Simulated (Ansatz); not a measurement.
**TiN: starts and ends of a spin-polarised SCF, part 1 of 2**

Is TiN magnetic at this level, in which order, and do all starts find it? Single-point runs from several starts follow. System: TiN, its deposited structure (space group Fm-3m, primitive cell doubled); the cell holds 4 atoms. Source: COD entry 1101045.

Program: Ansatz 0.2.0. Level of theory: DFT PBE+U, PAW, plane waves, scalar-relativistic; U − J = 4.5 eV on Ti d. These are calculated values, not measurements.

## (1) The starting structure

The structure is cubic, space group Fm-3m (No. 225). Conventional cell: a = 4.244 Å, b = 4.244 Å, c = 4.244 Å, α = 90.00°, β = 90.00°, γ = 90.00°. Around Ti (site symmetry m-3m) lie 6 N at 2.12 Å. Around N (site symmetry m-3m) lie 6 Ti at 2.12 Å.

Coordinates:

```
Ti N
1.0
    -2.12200   -2.12200   -4.24400
     2.12200   -2.12200    0.00000
    -2.12200   -2.12200    0.00000
Ti N
2 2
Direct
  0.00000 0.00000 0.00000
  0.50000 0.50000 0.00000
  0.00000 0.50000 0.50000
  0.50000 0.00000 0.50000
```

Atoms are counted from 1 in the order of input.yaml (N4 and so on).

Planned first: parallel moments, plain SCF; opposed moments +-, plain SCF; no spin polarisation; spin on, no moments given (the program may seed its own), plain SCF. Further starts follow from what these give.

A plain SCF has the search for lower states switched off and ends at the first converged state. 

The total moment includes the space between the atomic spheres.

## (2) Parallel moments, plain SCF

input.yaml reads:

```yaml
crystal:
  lattice:
    - [-2.122, -2.122, -4.244]
    - [2.122, -2.122, 0.0]
    - [-2.122, -2.122, 0.0]
  atoms:
    - { symbol: Ti, position: [0.0, 0.0, 0.0], spin: 1.0 }
    - { symbol: Ti, position: [0.5, 0.5, 0.0], spin: 1.0 }
    - { symbol: "N", position: [0.0, 0.5, 0.5] }
    - { symbol: "N", position: [0.5, 0.0, 0.5] }
magnetization:
  spin_polarized: true
hamiltonian:
  xc: pbe
  pseudopotentials: { kind: paw }
  hubbard: { sites: [{ species: Ti, l: d, u_eff: 4.5 }] }
basis:
  ecutwfc: 420
kpoints:
  mp_grid: { grid: [5, 8, 9] }
scf:
  occupations: { method: fermi_dirac, width: 0.05 }
  lower_state_search: "off"
output:
  forces: true
  stress: true
  write_density: true
  write_potential: true
  elf: true
  volumetric_format: npy
```

Run with:

```sh
$ ansatz run input.yaml --threads 2 --pin off --max-ram 5120MiB --backend cpu --events-out ev --progress --plain --runs-dir out
```

Log:

```text
Warning: crystal.symmetry: narrowed to the stabiliser of the k-point mesh — unitary ops 32 → 8; excluded 24 operations that carry a point of the 5×8×9 mesh (shift [0, 0, 0]) off the mesh (the run samples exactly the mesh kpoints.mp_grid names, as under crystal.symmetry.detect: false, and its converged state has the mesh's symmetry, not the crystal's; ε∞, the Born charges and the force constants of a linear response (`dielectric:` by the response, `phonons.method: dfpt`) are averaged over those of the crystal's operations that the state keeps within a tolerance, where `mesh_tensors`, `unaveraged_element` or `gamma_mean_max_change_ev_ang2` stands beside them; a row that `dielectric.field_direction` solves alone is averaged likewise, with nothing beside; a Γ-centred mesh of equal divisions is mapped onto itself by every operation and keeps the whole group, as does a half-shifted one under kpoints.further_shifts: images)
Ti: projections on atomic orbitals take those of the free atom [Ne] 3s2 3p6 3d2 4s2, of charge +0.00 (hamiltonian.pseudopotentials.projection_atoms); the dataset's partial waves leave at most 4.1e-7 of an orbital's norm unspanned inside its sphere
N: projections on atomic orbitals take those of the free atom [He] 2s2 2p3, of charge +0.00 (hamiltonian.pseudopotentials.projection_atoms); the dataset's partial waves leave at most 9.3e-9 of an orbital's norm unspanned inside its sphere
Engine: ansatz 0.2.0, aarch64-unknown-linux-gnu
Pseudopotentials: kind: paw
Pseudopotential: Ti, paw, valence charge 12, recommended cutoff 420 eV (normal), Ti.paw.azcp
Pseudopotential: N, paw, valence charge 5, recommended cutoff 420 eV (normal), N.paw.azcp
Functional definition: PBE
  parameter kappa = 0.804
  parameter beta = 0.06672455060314922
  exchange = pbe_x(kappa = kappa, mu = beta*pi^2/3)
  correlation = pbe_c(beta = beta)
Crystal: 4 atoms, lattice volume = 38.220 Å³
Basis set: ecut = 420 eV, 727 PW (Γ), exchange–correlation on 72×48×48 points (8 copies of the dense FFT grid, shifted against one another)
Bands: 22, of which v1, the nominal top of the filled ones, is band 17 counted from 1 (16 counted from 0)
Symmetry: 8 space group operations
k-points: 115 of 360
Non-local potential: Ti, projectors of the file, l = 0: 3, l = 1: 2, l = 2: 3, l = 3: 1
Non-local potential: N, projectors of the file, l = 0: 2, l = 1: 2, l = 2: 1
PAW form: soft (Blöchl's): semilocal exchange-correlation on the pseudo side does not see the compensation charge
PAW one-centre angular grid: Ti, 590 points (default); XC on 64 Gauss nodes
PAW one-centre angular grid: N, 110 points (default); XC on 64 Gauss nodes
Initial density: superposition of atomic densities (chi_scale 0.1, normalization cell, long waves kept (reshape's long-wave potential 0.00 eV rms))
Starting moments: Σ|m| = 2 μB on 2 of 4 sites
Initial wavefunctions: pseudopotential atomic-orbital guess
Functional: x = pbe(κ = 0.804, μ = 0.2195149727645171), c = pbe(β = 0.06672455060314922)
SCF iter   1: F=—  HF=-5766.286532 eV  |F-HF|=—  |Δ(HF+E_count)|=         —  Δρ=7.62e-2 (↑7.62e-2 ↓5.68e-2)  dr2=6.25e0  dr2_m=4.45e-1  M=1.105 μB ∫|m|=1.307 μB  β_m=0.30  ethr=3.10e-3  ⟨swp⟩=4.8  Hψ=41460  notcnv=0
automatic band count: the SCF goes on with 26 bands, as 22 were too few: the levels above may hold too much charge
preconditioner: auto → Kerker (q_TF=auto, 2.676 Å⁻¹)  [metal: Δε(μ)=0.004 eV  Ē_g=11.117 eV  σ=0.050 eV  W_gap=0.02  n_scr=14 (ndim 8)  ℏωp=25.5 eV  f_vac=0.000  D(μ)=1.46/eV (n_scr^D=14)]
spin=Collinear: Kerker preconditioning applied to the charge; magnetization (m = ρ↑ − ρ↓) channel mixes plain (no charge-response kernel on spin).
SCF iter   2: F=—  HF=-5765.315684 eV  |F-HF|=—  |Δ(HF+E_count)|=   9.71e-1  Δρ=3.98e-2 (↑3.98e-2 ↓3.18e-2)  dr2=1.37e0  dr2_m=2.03e-1  M=1.096 μB ∫|m|=1.330 μB  β_m=0.30  ethr=3.10e-3  ⟨swp⟩=2.3  Hψ=10909  notcnv=0  defer=497
SCF iter   3: F=—  HF=-5765.177708 eV  |F-HF|=—  |Δ(HF+E_count)|=   1.38e-1  Δρ=2.34e-2 (↑1.92e-2 ↓2.34e-2)  dr2=1.16e-1  dr2_m=9.00e-2  M=1.088 μB ∫|m|=1.353 μB  β_m=0.30  ethr=3.10e-3  ⟨swp⟩=2.1  Hψ=9234  notcnv=0  defer=486
SCF iter   4: F=—  HF=-5765.268332 eV  |F-HF|=—  |Δ(HF+E_count)|=   9.06e-2  Δρ=1.66e-2 (↑1.66e-2 ↓1.25e-2)  dr2=8.13e-2  dr2_m=6.02e-2  M=1.056 μB ∫|m|=1.295 μB  β_m=0.30  ethr=3.41e-4  ⟨swp⟩=2.5  Hψ=10522  notcnv=0  defer=463
SCF iter   5: F=—  HF=-5765.294074 eV  |F-HF|=—  |Δ(HF+E_count)|=   2.57e-2  Δρ=9.94e-3 (↑9.33e-3 ↓9.94e-3)  dr2=2.44e-3  dr2_m=3.19e-2  M=1.038 μB ∫|m|=1.278 μB  β_m=0.30  ethr=2.39e-4  ⟨swp⟩=2.0  Hψ=9068  notcnv=0  defer=463
SCF iter   6: F=—  HF=-5765.317921 eV  |F-HF|=—  |Δ(HF+E_count)|=   2.38e-2  Δρ=7.71e-3 (↑7.48e-3 ↓7.71e-3)  dr2=4.24e-4  dr2_m=2.01e-2  M=1.017 μB ∫|m|=1.245 μB  β_m=0.30  ethr=7.18e-6  ⟨swp⟩=2.5  Hψ=9552  notcnv=0  defer=461
SCF iter   7: F=—  HF=-5765.331355 eV  |F-HF|=—  |Δ(HF+E_count)|=   1.34e-2  Δρ=6.18e-3 (↑5.90e-3 ↓6.18e-3)  dr2=6.45e-5  dr2_m=1.28e-2  M=0.998 μB ∫|m|=1.216 μB  β_m=0.30  ethr=1.25e-6  ⟨swp⟩=2.4  Hψ=10309  notcnv=0  defer=461
SCF iter   8: F=—  HF=-5765.339048 eV  |F-HF|=—  |Δ(HF+E_count)|=   7.69e-3  Δρ=5.16e-3 (↑4.71e-3 ↓5.16e-3)  dr2=4.21e-4  dr2_m=8.47e-3  M=0.979 μB ∫|m|=1.189 μB  β_m=0.30  ethr=1.90e-7  ⟨swp⟩=2.5  Hψ=9866  notcnv=0  defer=461
Mixer restart at iter 8: flushing history
spin-set hold released at iteration 8 (site moments contracting): the magnetisation degrees of freedom join the quasi-Newton model from the next iteration; the mixer history was flushed
SCF iter   9: F=—  HF=-5765.343616 eV  |F-HF|=—  |Δ(HF+E_count)|=   4.57e-3  Δρ=4.26e-3 (↑3.96e-3 ↓4.26e-3)  dr2=2.55e-4  dr2_m=5.88e-3  M=0.961 μB ∫|m|=1.162 μB  β_m=0.53  ethr=1.90e-7  ⟨swp⟩=2.8  Hψ=10302  notcnv=0  defer=461
[... 28 lines left out ...]
SCF iter  38: F=—  HF=-5765.372571 eV  |F-HF|=—  |Δ(HF+E_count)|=   1.19e-4  Δρ=1.06e-3 (↑1.06e-3 ↓8.52e-4)  dr2=3.01e-4  dr2_m=2.16e-4  M=-0.000 μB ∫|m|=0.081 μB  β_m=0.47  ethr=6.66e-8  ⟨swp⟩=2.3  Hψ=10078  notcnv=0  defer=470
SCF iter  39: F=—  HF=-5765.372489 eV  |F-HF|=—  |Δ(HF+E_count)|=   8.21e-5  Δρ=1.17e-3 (↑1.17e-3 ↓9.69e-4)  dr2=4.07e-4  dr2_m=2.45e-4  M=-0.018 μB ∫|m|=0.077 μB  ethr=6.66e-8  ⟨swp⟩=5.8  Hψ=23880  notcnv=0
Mixer restart at iter 39: flushing history
iteration 39: the SCF's residuals had fallen too slowly under its mixing. It goes on by minimising its free energy, and can end on another state than longer mixing would; under `scf.algorithm: density_mixing` no SCF does so, but by `scf.convergence.dm_fallback`
SCF iter  40: F=—  HF=-5765.375163 eV  |F-HF|=—  |Δ(HF+E_count)|=   2.67e-3  Δρ=3.49e-4 (↑3.49e-4 ↓2.93e-4)  dr2=7.34e-5  dr2_m=1.04e-5  M=0.005 μB ∫|m|=0.013 μB  ethr=6.66e-8  ⟨swp⟩=3.2  Hψ=32241  notcnv=0
SCF iter  41: F=—  HF=-5765.375173 eV  |F-HF|=—  |Δ(HF+E_count)|=   1.05e-5  Δρ=1.17e-4 (↑8.77e-5 ↓1.17e-4)  dr2=8.76e-6  dr2_m=4.89e-7  M=0.003 μB ∫|m|=0.005 μB  ethr=6.66e-8  ⟨swp⟩=3.0  Hψ=23210  notcnv=0
SCF iter  42: F=—  HF=-5765.375171 eV  |F-HF|=—  |Δ(HF+E_count)|=   2.33e-6  Δρ=4.09e-5 (↑4.09e-5 ↓3.22e-5)  dr2=1.93e-6  dr2_m=6.56e-8  M=0.002 μB ∫|m|=0.004 μB  ethr=2.58e-8  ⟨swp⟩=2.1  Hψ=19369  notcnv=0
SCF iter  43: F=—  HF=-5765.375172 eV  |F-HF|=—  |Δ(HF+E_count)|=   1.20e-6  Δρ=6.32e-6 (↑5.68e-6 ↓6.32e-6)  dr2=2.84e-8  dr2_m=4.29e-9  M=0.000 μB ∫|m|=0.001 μB  ethr=2.94e-10  ⟨swp⟩=6.5  Hψ=33305  notcnv=0
SCF iter  44: F=—  HF=-5765.375172 eV  |F-HF|=—  |Δ(HF+E_count)|=   4.67e-8  Δρ=7.95e-7 (↑7.95e-7 ↓5.61e-7)  dr2=3.21e-10  dr2_m=5.01e-11  M=0.000 μB ∫|m|=0.000 μB  ethr=8.36e-11  ⟨swp⟩=4.8  Hψ=28289  notcnv=0
SCF iter  45: F=-5765.375172 eV  HF=-5765.375172 eV  |F-HF|=3.64e-12  |Δ(HF+E_count)|=  3.65e-10  Δρ=1.31e-7 (↑1.17e-7 ↓1.31e-7)  dr2=7.97e-12  dr2_m=2.13e-12  M=0.000 μB ∫|m|=0.000 μB  ethr=1.00e-12  ⟨swp⟩=3.8  Hψ=24068  notcnv=0
SCF iter  46: F=-5765.375172 eV  HF=-5765.375172 eV  |F-HF|=4.55e-12  |Δ(HF+E_count)|=  9.09e-13  Δρ=1.31e-7 (↑1.17e-7 ↓1.31e-7)  dr2=7.97e-12  dr2_m=2.13e-12  M=0.000 μB ∫|m|=0.000 μB  ethr=1.00e-12  ⟨swp⟩=3.8  Hψ=24044  notcnv=0
WARN: the starting moments were not kept: the SCF closed with an absolute magnetisation of 1.2e-5 μB, where they sum to 2 μB in size (2 sites). That is at most 0.1 of that sum. Measured as dr2_m measures the in/out step, that magnetisation stands 3.6e-11 eV from none, at or under the dr2_threshold of 1.0e-7 eV: it is no larger than a step whose dr2_m would equal this threshold. The system may hold no moment; this SCF shows only that its start led to no more than that. To try another start: raise the starting moments (crystal.atoms[].spin, magnetization.per_species, magnetization.initial_magnetization, or on a non-collinear deck that types none of these the spinor_matrix: blocks that start its atoms; where the total moment is fixed, keep their sum and leave initial_magnetization as it is; typed ones take the place of any that the run laid by itself, positive ones on a crystal's lanthanoids without a Hubbard term where scf.initial_density.shell_occupations: [] is typed) or, if the notice of its spin-set hold's release reads "site moments contracting" or "site moments show no strong build", lengthen the hold (scf.mixing.spin_hold: { on: { confirm: 4 } }; for m-r²SCAN on two components see the key's manual first). Each may lead to a state that holds a moment. A second SCF, from the converged charge density, with the starting moments and any scf.initial_density.shell_occupations laid on it anew, would have followed, and was not run: the deck does not ask for one (magnetization.retry_lost_moments is false, the default). To let it run, set magnetization.retry_lost_moments: true and run the deck again, where that key's refused combinations let it; where memory then withholds it, that run's warning says so.
the last iteration of the SCF fills more bands at one k-point than at another: 16 at σ=↑ k=3 and 20 at σ=↑ k=0; 16 at σ=↓ k=3 and 20 at σ=↓ k=0 (a band counts as filled where it holds over half of its capacity, the bands of one level by their mean; [...]
SCF 1 converged in 46 iterations: F = -5765.375172 eV  dr2 = 7.97e-12
SCF converged after 46 iterations
Stability not told: the lowest value that the SCF's own minimisation read on its close, 1.0e-1 (residual 4.1e-3), is positive but too near zero to vouch for directions that it does not look along: no lower mode is shown, and none is ruled out
Magnetization: 0.0000 μB (17.0000 up, 17.0000 down)
Absolute magnetization: 0.0000 μB (∫|ρ↑−ρ↓|, with the PAW one-centre terms)
Spin contamination: 0.0000 ħ² per cell (⟨S²⟩ above its minimum at these occupations)
Per-site moments (μB) at R_I (Å): [(3.6210677291776636e-6, 0.875325), (3.6210677291776636e-6, 0.875325), (-6.412859647176729e-7, 0.875325), (-6.412859647176729e-7, 0.875325)]
Free energy (F): -5765.375172 eV
Harris-Foulkes:  -5765.375172 eV  (|F-HF|=4.55e-12)
Internal energy: -5765.363430 eV  (E = F + TS)
E sigma→0 (E₀):  -5765.369301 eV
Entropy (-TS):   -0.011743 eV (-2.936 meV/atom)
Fermi energy:    17.754407 eV
--- Per-component energies (eV) ---
  E_band       = -183.836909
  E_kinetic    = 813.323632
  E_local      = -1572.070921  (includes V_loc(G=0)·N_el)
  E_nonlocal   = 100.528440
  E_hartree    = 623.853146
  E_xc         = -320.258909
  E_vxc        = -403.735065  (∫ρ·V_xc dr)
  E_hubbard    = 8.711911  (on-site DFT+U / exact-exchange correction)
  E_vhub       = 5.602710  (the Hubbard potential's part of the band-sum identity)
  E_paw        = -2346.770267  (= ΣΔE_a)
  E_vpaw       = -375.192304  (= ΣTr[D̂ρ^β])
  E_aug_tail   = 0.000433  (compensation charges beyond the density's cutoff)
  E_ewald      = -3072.680893
  E_smearing   = -0.011743  (= −TS)
  E_closure    = 0.000000  (closes the sum)
  Σ components = -5765.375172   (vs F -5765.375172, Δ=0.00e0)
--- Forces (eV/Å), atoms counted from 1 ---
  atom   1  Ti     0.00000000    -0.00000000     0.00000000
  atom   2  Ti     0.00000000    -0.00000000     0.00000000
  atom   3  N     -0.00000000    -0.00000000    -0.00000000
  atom   4  N     -0.00000000    -0.00000000    -0.00000000
  max |Σ_I F_I| component: 6.15e-29 eV/Å
--- Stress (GPa, compression-positive) ---
        7.073453      -0.293672       0.177396
       -0.293672       7.073453       0.177396
        0.177396       0.177396       7.271647
  P = ⅓ Tr σ = 7.1395 GPa (71.395 kbar)
--- Band table (eV; the first three rows and the last of 230) ---
  k-point 0 ↑: bands = ["-41.2221", "-41.0911", "-17.7113", "-17.3769", "-17.3723", "-17.1986", "-17.1786", "-17.1744", "0.2559", "2.0165", "11.4448", "14.1700", "14.1707", "14.8303", "15.4142", "15.4218", "15.4228", "17.1964", "17.2425", "17.2512", "18.4535", "18.4770", "19.5029", "20.1326", "20.1391", "21.1693"]
  k-point 1 ↑: bands = ["-41.2111", "-41.0958", "-17.6820", "-17.4001", "-17.3554", "-17.2646", "-17.1936", "-17.1807", "0.4951", "2.1019", "11.3746", "13.2331", "13.8602", "14.3312", "14.6834", "14.6927", "15.7704", "17.4871", "17.5229", "17.6709", "19.2885", "19.3096", "19.9048", "20.1188", "20.1194", "21.3090"]
  k-point 2 ↑: bands = ["-41.1814", "-41.1056", "-17.6574", "-17.4491", "-17.4103", "-17.3129", "-17.2105", "-17.1967", "1.1443", "2.3211", "10.9911", "12.3127", "12.4561", "13.2101", "13.5701", "13.5818", "17.0506", "18.0803", "18.1158", "18.2369", "19.8167", "20.0355", "20.8447", "20.8640", "21.1115", "21.7446"]
  k-point 114 ↓: bands = ["-41.1144", "-41.1144", "-17.7729", "-17.7729", "-17.2693", "-17.2693", "-17.2533", "-17.2533", "2.7320", "2.7320", "9.6397", "9.6397", "12.1848", "12.1848", "12.2839", "12.2839", "19.2470", "19.2470", "19.4110", "19.4110", "19.8855", "19.8855", "22.7133", "22.7133", "23.1451", "23.1451"]
Occupation matrices written to <dir>
```

Wall time 78 s (2 threads of Arm Neoverse V2, shared host); peak memory 0.85 GiB.

The state reached is non-magnetic, no gap on the k-mesh.

Axes a, b and c in the maps are those of this run's conventional cell (a, b, c = 4.244, 4.244, 4.244 Å).

Density in a lattice plane of the grid's cell (edges 4.24 and 4.24 Å, at 0.000 of the third edge), which holds Ti and N.

Values in e/Å³, 12 rows by 12 columns:
```
 7.83  5.21  1.27  0.43  0.90  2.25  3.14  2.24  0.90  0.43  1.27  5.22
 2.14  1.27  0.40  0.26  0.46  0.90  1.23  0.90  0.46  0.26  0.40  1.28
 0.55  0.43  0.26  0.20  0.26  0.43  0.55  0.43  0.26  0.20  0.26  0.43
 1.23  0.90  0.46  0.26  0.40  1.27  2.14  1.28  0.40  0.26  0.46  0.90
 3.14  2.25  0.90  0.43  1.27  5.21  7.83  5.22  1.27  0.43  0.90  2.24
 3.54  3.14  1.23  0.55  2.13  7.82 10.10  7.82  2.13  0.55  1.23  3.14
 3.14  2.24  0.90  0.43  1.27  5.22  7.83  5.21  1.27  0.43  0.90  2.25
 1.23  0.90  0.46  0.26  0.40  1.28  2.14  1.27  0.40  0.26  0.46  0.90
 0.55  0.43  0.26  0.20  0.26  0.43  0.55  0.43  0.26  0.20  0.26  0.43
 2.14  1.28  0.40  0.26  0.46  0.90  1.23  0.90  0.46  0.26  0.40  1.27
 7.83  5.22  1.27  0.43  0.90  2.24  3.14  2.25  0.90  0.43  1.27  5.21
10.10  7.82  2.13  0.55  1.23  3.14  3.54  3.14  1.23  0.55  2.13  7.82
```
Columns run along the first of these edges and rows up along the second, over one cell in 12 and 12 even steps from the bottom left corner. Atoms in the plane (fractional): Ti at (0.00, 0.00), Ti at (0.50, 0.50), N at (0.50, 0.00), N at (0.00, 0.50).

ELF in the same plane.

Values, 12 rows by 12 columns:
```
0.41 0.62 0.35 0.24 0.76 0.74 0.53 0.74 0.76 0.24 0.35 0.62
0.45 0.36 0.13 0.20 0.58 0.76 0.78 0.76 0.58 0.20 0.13 0.36
0.26 0.24 0.20 0.17 0.20 0.24 0.26 0.24 0.20 0.17 0.20 0.24
0.78 0.76 0.58 0.20 0.13 0.36 0.45 0.36 0.13 0.20 0.58 0.76
0.53 0.74 0.76 0.24 0.35 0.62 0.41 0.62 0.35 0.24 0.76 0.74
0.01 0.53 0.78 0.26 0.44 0.41 0.00 0.41 0.44 0.26 0.78 0.53
0.53 0.74 0.76 0.24 0.35 0.62 0.41 0.62 0.35 0.24 0.76 0.74
0.78 0.76 0.58 0.20 0.13 0.36 0.45 0.36 0.13 0.20 0.58 0.76
0.26 0.24 0.20 0.17 0.20 0.24 0.26 0.24 0.20 0.17 0.20 0.24
0.45 0.36 0.13 0.20 0.58 0.76 0.78 0.76 0.58 0.20 0.13 0.36
0.41 0.62 0.35 0.24 0.76 0.74 0.53 0.74 0.76 0.24 0.35 0.62
0.00 0.41 0.44 0.26 0.78 0.53 0.01 0.53 0.78 0.26 0.44 0.41
```
Columns run along the first of these edges and rows up along the second, over one cell in 12 and 12 even steps from the bottom left corner. Atoms in the plane (fractional): Ti at (0.00, 0.00), Ti at (0.50, 0.50), N at (0.50, 0.00), N at (0.00, 0.50).

Both are smooth fields of the valence electrons: close to the nuclei they are not physical.

The highest ELF values outside the cores: 0.82 in the shell around N, 0.6 Å from N.

## (3) Opposed moments +-, plain SCF

Edit input.yaml of step 2 so:

```diff
@@ -7,3 +7,3 @@
     - { symbol: Ti, position: [0.0, 0.0, 0.0], spin: 1.0 }
-    - { symbol: Ti, position: [0.5, 0.5, 0.0], spin: 1.0 }
+    - { symbol: Ti, position: [0.5, 0.5, 0.0], spin: -1.0 }
     - { symbol: "N", position: [0.0, 0.5, 0.5] }
@@ -26,5 +26 @@
   stress: true
-  write_density: true
-  write_potential: true
-  elf: true
-  volumetric_format: npy
```

Run with:

```sh
$ ansatz run input.yaml --threads 2 --pin off --max-ram 5120MiB --backend cpu --events-out ev --progress --plain --runs-dir out
```

Log, cut to the lines that bear on the results:

```text
Warning: crystal.symmetry: narrowed to the stabiliser of the k-point mesh — unitary ops 16 → 4, anti-unitary 16 → 4; excluded 24 operations that carry a point of the 5×8×9 mesh (shift [0, 0, 0]) off the mesh (the run samples exactly the mesh kpoints.mp_grid names, as under [...]
[... 14 lines as in an earlier run ...]
Symmetry: 4 space group operations
[... 7 lines as in an earlier run ...]
Starting moments: Σ|m| = 2 μB on 2 of 4 sites
[... 2 lines as in an earlier run ...]
spin-down is spin-up translated by (0.5, 0.5, 0): one eigenproblem is solved per k-point and the antiferromagnetic symmetry of the starting moments is kept exactly by this SCF (crystal.symmetry.spin_inversion_symmetry: false solves both channels; [...]
SCF iter   1: F=—  HF=-5766.279152 eV  |F-HF|=—  |Δ(HF+E_count)|=         —  Δρ=6.75e-2 (↑6.75e-2 ↓6.75e-2)  dr2=6.22e0  dr2_m=4.66e-1  M=0.000 μB ∫|m|=1.069 μB  β_m=0.30  ethr=3.10e-3  ⟨swp⟩=4.1  Hψ=9421  notcnv=0
[...]
[... 1 line as in an earlier run ...]
[...]
spin-set hold released at iteration 8 (site moments contracting): the magnetisation degrees of freedom join the quasi-Newton model from the next iteration; the mixer history was flushed
[...]
SCF iter  28: F=-5765.375172 eV  HF=-5765.375172 eV  |F-HF|=1.91e-11  |Δ(HF+E_count)|=  5.74e-10  Δρ=2.13e-7 (↑2.13e-7 ↓2.13e-7)  dr2=2.73e-11  dr2_m=9.60e-12  M=0.000 μB ∫|m|=0.000 μB  ethr=1.00e-12  ⟨swp⟩=1.0  Hψ=7348  notcnv=0
WARN: the starting moments were not kept: the SCF closed with an absolute magnetisation of 3.6e-5 μB, where they sum to 2 μB in size (2 sites). That is at most 0.1 of that sum. Measured as dr2_m measures the in/out step, that magnetisation stands 3.9e-10 eV from none, at or under the [...]
[... 1 line as in an earlier run ...]
[...]
SCF converged after 28 iterations
Magnetization: 0.0000 μB (17.0000 up, 17.0000 down)
Absolute magnetization: 0.0000 μB (∫|ρ↑−ρ↓|, with the PAW one-centre terms)
Spin contamination: 0.0000 ħ² per cell (⟨S²⟩ above its minimum at these occupations)
Per-site moments (μB) at R_I (Å): [(-9.840729803397879e-6, 0.875325), (9.840729803397879e-6, 0.875325), (1.946842210998426e-7, 0.875325), (-1.946842210998426e-7, 0.875325)]
Free energy (F): -5765.375172 eV
[...]
E sigma→0 (E₀):  -5765.369301 eV
Entropy (-TS):   -0.011743 eV (-2.936 meV/atom)
Fermi energy:    17.754406 eV
[... 28 lines left out: energy terms, forces, stress ...]
Occupation matrices written to <dir>
```

Wall time 12 s (2 threads of Arm Neoverse V2, shared host); peak memory 0.5 GiB.

Nothing new: the 28 iterations lead to the state found in step 2 (non-magnetic).

(Continued in part 2 of 2.)
